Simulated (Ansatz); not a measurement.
# BP: how the settings move a single-point run

How sensitive is a single-point run of BP to its settings? A reference run comes first, then four runs with altered input. The cell is built on a prototype (rocksalt) and needn't be the phase found in nature.

Computed with Ansatz 0.2.0 (reference: DFT, HSE06, plane waves, PAW, unless a step's input says otherwise).

5 further runs of the same task are left out: 5 that didn't finish.

## (1) The system as given

It takes space group Fm-3m (No. 225, cubic). Conventional cell: a = 4.311 Å, b = 4.311 Å, c = 4.311 Å, α = 90.00°, β = 90.00°, γ = 90.00°. B (site symmetry m-3m) has 6 P at 2.16 Å as nearest neighbours. P (site symmetry m-3m) is surrounded by 6 B at 2.16 Å.

Coordinates:

```xyz
2
Lattice="0.0000 2.1554 2.1554 2.1554 0.0000 2.1554 2.1554 2.1554 0.0000" Properties=species:S:1:pos:R:3 pbc="T T T"
B     0.0000    0.0000    0.0000
P     2.1554    2.1554    2.1554
```

## (2) Baseline

input.yaml

```yaml
crystal:
  lattice:
    - [0.0, 2.1554244706, 2.1554244706]
    - [2.1554244706, 0.0, 2.1554244706]
    - [2.1554244706, 2.1554244706, 0.0]
  atoms:
    - { symbol: B, position: [0.0, 0.0, 0.0] }
    - { symbol: P, position: [0.5, 0.5, 0.5] }
kpoints:
  mp_grid: { grid: [4, 4, 4] }
hamiltonian:
  xc: hse06
scf:
  occupations: { method: fermi_dirac, width: 0.02 }
  n_extra_bands: 4
output:
  forces: true
  stress: true
  eigenvalues: true
```

The run is started by

```
ansatz run input.yaml --threads 4 --pin off --max-ram 3686MiB --backend cpu --events-out ev --progress --plain --runs-dir out
```

## (3) Variant: exchange pbe, correlation pbe, coeff 0.35, omega 0.5

Changes to input.yaml since step 2:

```diff
@@ -11,3 +11,3 @@
 hamiltonian:
-  xc: hse06
+  xc: { exchange: pbe, correlation: pbe, exx: { coeff: 0.35, omega: 0.5 } }
 scf:
```

## (4) Changing settings: exchange pbe, correlation pbe, coeff 0.15, omega 0.1

Changes to input.yaml since step 2:

```diff
@@ -11,3 +11,3 @@
 hamiltonian:
-  xc: hse06
+  xc: { exchange: pbe, correlation: pbe, exx: { coeff: 0.15, omega: 0.1 } }
 scf:
```

## (5) Changing settings: ecutfock_ratio 1

Changes to input.yaml since step 2:

```diff
@@ -15,2 +15,3 @@
   n_extra_bands: 4
+  exx: { ecutfock_ratio: 1 }
 output:
```

## (6) Changed: dispersion d3bj

Changes to input.yaml since step 2:

```diff
@@ -12,2 +12,3 @@
   xc: hse06
+  dispersion: d3bj
 scf:
```

Before running it: what results should come out? Wanted: for each run, ending; energy change; pressure; gap; force.

The runs gave:

| run | ending | energy change | pressure (GPa) | gap (eV) | force (eV/Å) | cycles | time |
| --- | --- | --- | --- | --- | --- | --- | --- |
| reference | converged | 0 | -2.9 | 0.00 | 0.00 | 19 | 4.8 s |
| 1: exchange pbe, correlation pbe, coeff 0.35, omega 0.5 | converged | not comparable | -1.5 | 0.00 | 0.00 | 14 | 4.9 s |
| 2: exchange pbe, correlation pbe, coeff 0.15, omega 0.1 | converged | not comparable | -1.8 | 0.00 | 0.00 | 22 | 5 s |
| 3: ecutfock_ratio 1 | converged | - | -2.9 | 0.00 | 0.00 | 19 | 4.6 s |
| 4: dispersion d3bj | converged | -392.5 meV/atom (offset of the dispersion model) | -9.3 | 0.00 | 0.00 | 19 | 5.2 s |

Residual by cycle in the longest SCF loop of each run; runs are numbered as in the table. The quantity is the density residual dr2, in eV.

```
cycle  reference    run 1    run 2    run 3    run 4
    1    0.00205  0.00216  0.00195  0.00205  0.00205
    2     1.8e-4   1.7e-4   1.9e-4   1.8e-4   1.8e-4
    3     2.1e-5   2.3e-5   1.9e-5   2.1e-5   2.1e-5
    4     2.4e-7   2.2e-7   2.6e-7   2.4e-7   2.4e-7
    5     4.1e-8   2.2e-8   6.2e-8   4.1e-8   4.1e-8
    6    8.1e-10  2.1e-10   2.2e-9  8.1e-10  8.1e-10
    7          -        -  2.6e-12        -        -
```

No change moves the result by more than the table shows.
